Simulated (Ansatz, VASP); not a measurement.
NaH6: VASP beside Ansatz

The input INCAR:

```
ALGO     = Fast           # electronic algorithm
EDIFF    = 1E-6           # SCF threshold, eV
EDIFFG   = -0.04          # ionic threshold
ENCUT    = 600            # plane-wave cutoff, eV
GGA      = PE             # functional
IBRION   = 2              # ionic algorithm
ISIF     = 3              # what is computed and relaxed
ISMEAR   = 0              # smearing method
LASPH    = T              # aspherical terms in the spheres
LCHARG   = F              # write CHGCAR
LREAL    = F              # projectors in reciprocal space
LWAVE    = F              # write WAVECAR
NELM     = 80             # most SCF steps
NSW      = 90             # ionic steps
PREC     = Accurate       # precision mode
SIGMA    = 0.1            # smearing width, eV
```

File KPOINTS:

```
k-points
0
Gamma
  4 4 4
```

POSCAR

```
NaH6
1.0
    3.7928496700      0.0000000000      0.0000000000
    0.0000000000      3.7928496700      0.0000000000
    0.0000000000      0.0000000000      3.7928496700
Na H
1 6
Direct
    0.5000000000      0.5000000000      0.5000000000
    0.0000000000      0.5000000000      0.5000000000
    0.5000000000      0.0000000000      0.5000000000
    0.5000000000      0.5000000000      0.0000000000
    0.5000000000      0.0000000000      0.0000000000
    0.0000000000      0.5000000000      0.0000000000
    0.0000000000      0.0000000000      0.5000000000
```

Input for Ansatz:

```yaml
crystal:
  lattice:
    - [3.79284967, 0.0, 0.0]
    - [0.0, 3.79284967, 0.0]
    - [0.0, 0.0, 3.79284967]
  atoms:
    - { symbol: Na, position: [0.5, 0.5, 0.5] }
    - { symbol: H, position: [0.0, 0.5, 0.5] }
    - { symbol: H, position: [0.5, 0.0, 0.5] }
    - { symbol: H, position: [0.5, 0.5, 0.0] }
    - { symbol: H, position: [0.5, 0.0, 0.0] }
    - { symbol: H, position: [0.0, 0.5, 0.0] }
    - { symbol: H, position: [0.0, 0.0, 0.5] }
basis:
  ecutwfc: 420
kpoints:
  mp_grid: { grid: [4, 4, 4] }
hamiltonian:
  xc: pbe
scf:
  occupations: { method: gaussian, width: 0.1 }
  lower_state_search: "off"
output:
  forces: true
  stress: true
  eigenvalues: true
relax:
  adjacent_minimum: "off"
  f_tol: 0.04
  max_steps: 70
  cell: { stress_tol: 0.4 }
```

Alike in both runs: task relaxation of cell and atoms; functional PBE; k mesh 4 × 4 × 4; occupations gaussian, width 0.1 eV; no spin polarisation.

|  | VASP | Ansatz |
| --- | --- | --- |
| version | VASP 6.6.1 | Ansatz 0.2.0 |
| potentials or method | VASP PAW PBE potentials, release 64 (Na_pv, H) | scalar-relativistic, plane waves, PAW |
| plane-wave cutoff (eV) | 600 | 420 |
| valence electrons in the cell | 13 | 15 |

Ansatz gave:

* gap on the k mesh at the Fermi level, each at its own relaxed structure (eV): none
* relaxed volume (Å³/atom): 6.88
* relaxed cell length with the largest relative difference (Å): 3.638
* energy change over the relaxation (meV/atom): -13

Question: Which values does VASP return?

Answer: gap on the k mesh at the Fermi level, each at its own relaxed structure (eV): none; relaxed volume (Å³/atom): 7.01; relaxed cell length with the largest relative difference (Å): 3.661; energy change over the relaxation (meV/atom): -12.

A gap of «none» marks a metal or a gap that the smearing closes. The two sets of potentials don't hold the same shells in valence.

Caveats: the k mesh is coarse (spacing up to 0.41 Å⁻¹), so the values aren't converged.
